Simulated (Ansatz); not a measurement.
MgS:

```xyz
4
Lattice="4.0346 0.0000 0.0000 -2.0173 3.4941 0.0000 0.0000 0.0000 6.4323" Properties=species:S:1:pos:R:3 pbc="T T T"
S     2.0173    1.1647    5.6556
S     0.0000    2.3294    2.4394
Mg    0.0000    2.3294    6.4050
Mg    2.0173    1.1647    3.1888
```

The cell comes from a database or a generator and needn't be the stable form of this composition.

Base run:

| Item | Value |
| --- | --- |
| Program | Ansatz 0.2.0 |
| Functional | r2SCAN |
| Potentials or basis | Ansatz PAW |
| Cutoff | 500 eV (not typed: the program's choice for these potentials) |
| k mesh | 8 × 8 × 4 |
| Occupations | fermi-dirac, width 0.05 eV |
| Spin | no spin polarisation |

Its results: band gap on the k mesh 4.12 eV, direct; pressure 0.0 GPa; largest force 0.055 eV/Å.

Problem. The run is repeated on the same cell with these changes: functional from r2SCAN to LDA; cutoff from 500 eV (not typed: the program's choice for these potentials) to 420 eV (not typed: the program's choice for these potentials). What comes out?

Solution. Band gap on the k mesh 3.15 eV, direct; pressure -2.1 GPa; largest force 0.052 eV/Å.

r2SCAN gives the wider gap, since meta-GGAs in the generalised Kohn-Sham scheme recover part of the derivative discontinuity.

Caveats: the PAW data sets come from PBE, with cores solved anew for the run's functional, which leaves a small shift of forces and pressure.
